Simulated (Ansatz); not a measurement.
MgO2:

```
Mg O
1.0
     4.82861    0.00000    0.00000
     0.00000    4.82861    0.00000
     0.00000    0.00000    4.82861
Mg O
4 8
Direct
  0.00000 0.00000 0.00000
  0.50000 0.00000 0.50000
  0.50000 0.50000 0.00000
  0.00000 0.50000 0.50000
  0.58942 0.91058 0.08942
  0.91058 0.08942 0.58942
  0.08942 0.58942 0.91058
  0.41058 0.41058 0.41058
  0.58942 0.58942 0.58942
  0.91058 0.41058 0.08942
  0.08942 0.91058 0.41058
  0.41058 0.08942 0.91058
```

The cell is a database's computed one.

Base run:

| Item | Value |
| --- | --- |
| Program | Ansatz 0.2.0 |
| Functional | LDA |
| Potentials or basis | Ansatz PAW |
| Cutoff | 420 eV (not typed: the program's choice for these potentials) |
| k mesh | 6 × 6 × 6 |
| Occupations | fermi-dirac, width 0.05 eV |
| Spin | no spin polarisation |

Its results: band gap on the k mesh 3.80 eV, indirect (least direct gap 3.93 eV); pressure -5.8 GPa; largest force 0.570 eV/Å.

The run is repeated on the same cell with these changes: functional from LDA to BLYP. What comes out?

Band gap on the k mesh 4.09 eV, indirect (least direct gap 4.21 eV); pressure 8.9 GPa; largest force 0.326 eV/Å.

BLYP binds less tightly than LDA, so the same cell stands under more pressure.

Caveats: the PAW data sets come from PBE, with cores solved anew for the run's functional, which leaves a small shift of forces and pressure.
